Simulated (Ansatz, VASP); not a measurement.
## One calculation of NaCl, two programs

File INCAR:

```
PREC = Accurate
ENCUT = 520
EDIFF = 1E-6
ISMEAR = 0
SIGMA = 0.05
LREAL = F
LASPH = T
NELM = 80
ALGO = Normal
ISIF = 2
LWAVE = F
LCHARG = T
GGA = CA
LELF = T
LVHAR = T
NBANDS = 14
```

File KPOINTS:

```
Automatic mesh
0
Gamma
  6 6 6
```

POSCAR

```
NaCl
1.0
    3.3621024000      0.0000000000      0.0000000000
    0.0000000000      3.3621024000      0.0000000000
    0.0000000000      0.0000000000      3.6422776000
Na Cl
1 1
Direct
    0.0000000000      0.0000000000      0.0000000000
    0.5000000000      0.5000000000      0.5000000000
```

Input for Ansatz:

```yaml
crystal:
  lattice:
    - [3.3621024, 0.0, 0.0]
    - [0.0, 3.3621024, 0.0]
    - [0.0, 0.0, 3.6422776]
  atoms:
    - { symbol: Na, position: [0.0, 0.0, 0.0] }
    - { symbol: Cl, position: [0.5, 0.5, 0.5] }
basis:
  ecutwfc: 420
kpoints:
  mp_grid: { grid: [6, 6, 6] }
hamiltonian:
  xc: lda
scf:
  occupations: { method: gaussian, width: 0.05 }
output:
  forces: true
  stress: true
  eigenvalues: true
```

Change from the starting cell: strain -0.040 along x and y, +0.040 along z, atoms carried along.

Alike in both runs: task single point; functional LDA; k mesh 6 × 6 × 6; occupations gaussian, width 0.05 eV; no spin polarisation.

|  | VASP | Ansatz |
| --- | --- | --- |
| version | VASP 6.6.1 | Ansatz 0.2.0 |
| potentials or method | VASP PAW LDA potentials, release 64 (Na_pv, Cl) | scalar-relativistic, plane waves, PAW |
| plane-wave cutoff (eV) | 520 | 420 |
| valence electrons in the cell | 14 | 16 |

```csv
,VASP,Ansatz,Ansatz less VASP
gap on the k mesh at the Fermi level (eV),3.45,3.44,-0.007
least direct gap on the mesh (eV),3.94,3.93,-0.007
pressure (GPa),-2.0,-2.0,+0.01
largest component of the traceless stress (GPa),4.08,4.09,+0.002
```

The two sets of potentials don't hold the same shells in valence.

A k mesh can miss the band edges.
